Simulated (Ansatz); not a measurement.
Two-dimensional strain map in Ga

Level of theory: DFT PBEsol, scalar-relativistic, plane waves, PAW in Ansatz. Cutoff 420 eV, Γ-centred 24×24×24 k-points, Gaussian smearing of 0.15 eV. No spin polarisation. Energies are free energies at this smearing, counted from the undisturbed cell; pressure is positive in compression.

The starting cell (as given, not relaxed at this level; it stands at 0.5 GPa; this form isn't the usual structure):

```yaml
crystal:
  lattice:
    - [-1.40400, 1.40400, 2.22900]
    - [1.40400, -1.40400, 2.22900]
    - [1.40400, 1.40400, -2.22900]
  atoms:
    - { symbol: Ga, position: [0.00000, 0.00000, 0.00000] }
```

The cell is strained by p along both x and y and by q along z, fractional coordinates fixed. Points are written (p, q).

Energy above the undisturbed cell in meV/atom (a dash: not computed):

| p \ q | -0.030 | -0.015 | 0.000 | 0.015 | 0.030 |
| --- | --- | --- | --- | --- | --- |
| -0.030 | 34.9 | 24.7 | 16.9 | 11.6 | 8.0 |
| -0.015 | 16.0 | 9.4 | 4.6 | 1.9 | 1.1 |
| 0.000 | 4.4 | 1.3 | 0.0 | 0.0 | 1.5 |
| 0.015 | -0.5 | -0.7 | 1.0 | 4.1 | 8.2 |
| 0.030 | 1.0 | 3.4 | 7.4 | 12.9 | 19.6 |

Pressure in GPa:

| p \ q | -0.030 | -0.015 | 0.000 | 0.015 | 0.030 |
| --- | --- | --- | --- | --- | --- |
| -0.030 | 7.4 | 6.1 | 4.9 | 3.8 | 2.8 |
| -0.015 | 4.8 | 3.5 | 2.5 | 1.5 | 0.6 |
| 0.000 | 2.5 | 1.5 | 0.5 | -0.4 | -1.2 |
| 0.015 | 0.5 | -0.4 | -1.2 | -2.0 | -2.7 |
| 0.030 | -1.2 | -2.0 | -2.7 | -3.4 | -3.9 |